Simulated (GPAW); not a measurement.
The system is TiSi2.

```xyz
3
Lattice="4.3746 0.0000 0.0000 -2.1873 3.7885 0.0000 0.0000 0.0000 2.5610" Properties=species:S:1:pos:R:3 pbc="T T T"
Ti    0.0000    0.0000    0.0000
Si    0.0000    2.5257    1.2805
Si    2.1873    1.2628    1.2805
```

The cell was built by a generator and needn't be a form met in nature.

```yaml
Program: GPAW 26.7.0
Task: relaxation of cell and atoms
Functional: PBE
Dispersion: D3(BJ)+ATM
Potentials_or_basis: GPAW PAW data sets (gpaw-data 1.2.1)
Cutoff: 600 eV
Basis: pw
k_mesh: 6 × 6 × 9
Occupations: fermi-dirac, width 0.05 eV
Spin: no spin polarisation
```

At the start: pressure -4.7 GPa; volume 14.15 Å³/atom.

Question: How do energy, volume and symmetry change on relaxing?

Answer: Over 7 steps the energy falls by 7.8 meV/atom and the volume is 13.63 Å³/atom (-3.6 %); space group P6/mmm (No. 191, to 0.05 Å).

The path:
```csv
step,energy change (eV),largest force (eV/Å),pressure (GPa),volume (Å³)
1,0.0000,0.0000,-4.71,42.45
2,-0.0067,0.0000,-4.00,42.19
3,-0.0223,0.0000,0.47,40.77
4,-0.0228,0.0000,0.20,40.84
5,-0.0232,0.0000,-0.09,40.92
6,-0.0236,0.0000,-0.16,40.93
7,-0.0235,0.0000,-0.06,40.90
```

Final structure:
```
CELL_PARAMETERS angstrom
4.30085 0.00000 0.00000
-2.15042 3.72464 0.00000
0.00000 0.00000 2.55329
ATOMIC_POSITIONS crystal
Ti 0.00000 0.00000 0.00000
Si 0.33333 0.66667 0.50000
Si 0.66667 0.33333 0.50000
```

Caveat: later steps reuse the first step's grids; pairwise dispersion overbinds metals, which lowers pressure and volume.
